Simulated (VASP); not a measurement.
Wanted: the native input for a VASP 6.6.1 run.

```
Task                   : single point
Functional             : PBE
Dispersion             : D3(BJ)
Potentials or basis    : VASP PAW PBE potentials, release 64 (O, H, Na_pv)
Cutoff                 : 520 eV
k mesh                 : 1 × 1 × 1
Occupations            : fermi-dirac, width 0.05 eV
Spin                   : no spin polarisation
Dipole correction      : no
Further INCAR settings : LREAL = Auto; ALGO = Normal; EDIFF = 1e-06; NBANDS = 47
```

The structure of NaH13O7 lies in POSCAR:

```
NaH13O7
1.0
    6.6282230000      0.0000000000      0.0000000000
    0.0000000000      6.6282230000      0.0000000000
    0.0000000000      0.0000000000      6.6282230000
O H Na
7 13 1
Direct
    0.2711284759      0.4369346052      0.0956968406
    0.8893032114      0.5070288070     -0.0181345739
    0.1946826472      0.9671219571      0.6447731164
    0.4258456603      0.6861869312     -0.1850571413
    0.4730076221      0.2796978919      0.6433851124
    0.7362003360      0.5841082897      0.5269889079
    0.7097528252      0.1635279923     -0.0652965357
    0.1279377595      0.4619186771      0.0580698628
    0.2875883928      0.2975307258      0.1335048625
    0.8350352727      0.5209239339      0.1197304315
    0.8108357247      0.3650450505     -0.0462718288
    0.1735155863      0.9453363292      0.5063348050
    0.2839222519      1.0829901167      0.6526183564
    0.3176567837      0.7813859009     -0.2362020711
    0.3908890814      0.6330656045     -0.0515221048
    0.4215458653      0.4158429793      0.6761691633
    0.5636201437      0.2434438310      0.7666006409
    0.8235088047      0.5114945589      0.6216749195
    0.6176014295      0.4914439360      0.4816524731
    0.6252957995      0.1742246753      0.0554145508
    0.7587101400      0.8365288856      0.7955827678
```

The cell was built by a generator and needn't be a form met in nature.

These files were run (other wordings do the same):

INCAR

```
PREC = Accurate
ENCUT = 520
EDIFF = 1E-6
ISMEAR = -1
SIGMA = 0.05
LREAL = Auto
LASPH = T
NELM = 100
ALGO = Normal
ISIF = 2
LWAVE = F
LCHARG = F
GGA = PE
IVDW = 12
NBANDS = 47
```

KPOINTS

```
Automatic mesh
0
Gamma
  1 1 1
```

Potentials or basis: VASP PAW PBE potentials, release 64 (O, H, Na_pv).

The run is started by

```sh
$ cat potpaw_PBE.64/O/POTCAR potpaw_PBE.64/H/POTCAR potpaw_PBE.64/Na_pv/POTCAR > POTCAR
$ mpirun -np 1 vasp_gam > vasp.out
```

Results of the run:

```json
{"Pressure": "-0.9 GPa", "Largest force": "2.677 eV/Å", "Band gap on the k mesh": "3.50 eV, direct", "Dispersion energy per atom": "-0.032 eV"}
```

Wall time 19 s on 1 thread of AMD EPYC 9R45 (Zen 5), on a shared host, peak memory 0.28 GiB.
